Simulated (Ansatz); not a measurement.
## Calculation log, InP (F-43m) (phonons)

The sound run that this one varies used PBEsol, PAW on Ansatz 0.2.0's default frozen-core files (fitted under PBE), scalar-relativistic.

Launched as:

```sh
ansatz run input.yaml --threads 2 --pin off --max-ram 5120MiB --backend cpu --events-out ev --progress --plain --runs-dir out
```

Input file:

```yaml
crystal:
  lattice:
    - [0.0, 2.93923925323, 2.93923925323]
    - [2.93923925323, 0.0, 2.93923925323]
    - [2.93923925323, 2.93923925323, 0.0]
  atoms:
    - { symbol: In, position: [0.0, 0.0, 0.0], spin: 2.0 }
    - { symbol: P, position: [0.75, 0.75, 0.75] }
kpoints:
  mp_grid: { grid: [8, 8, 8] }
scf:
  occupations: { method: fixed }
  max_iter: 60
hamiltonian:
  xc: pbesol
  pseudopotentials: { kind: paw }
phonons:
  qmesh: [2, 2, 2]
  qpath:
    path:
      - [0.0, 0.0, 0.0]
      - [-0.5, -0.5, 0.0]
      - [-0.375, -0.375, 0.25]
      - [-0.375, 0.0, 0.375]
      - [0.0, 0.0, 0.0]
      - [0.0, 0.0, 0.5]
      - [-0.5, -0.25, 0.25]
      - [-0.5, -0.5, 0.0]
    npoints: 6
  temperatures: { t_min: 0, t_max: 1000, t_step: 100 }
```

One thing in this input is wrong on purpose: a moment without spin polarisation.  Changed keys: magnetization, crystal.atoms[0].spin, scf.max_iter.

The program printed:

```
Error: inconsistent input (magnetization.spin_polarized): false but per-atom `spin:`, `per_species`, `initial_magnetization`, `magnetic_field`, or `spin_locking` is set
```

The program refused the input.

Cost: 0.02 s on 2 threads of Arm Neoverse V2, with other jobs on the host, peak memory 0.031 GiB.
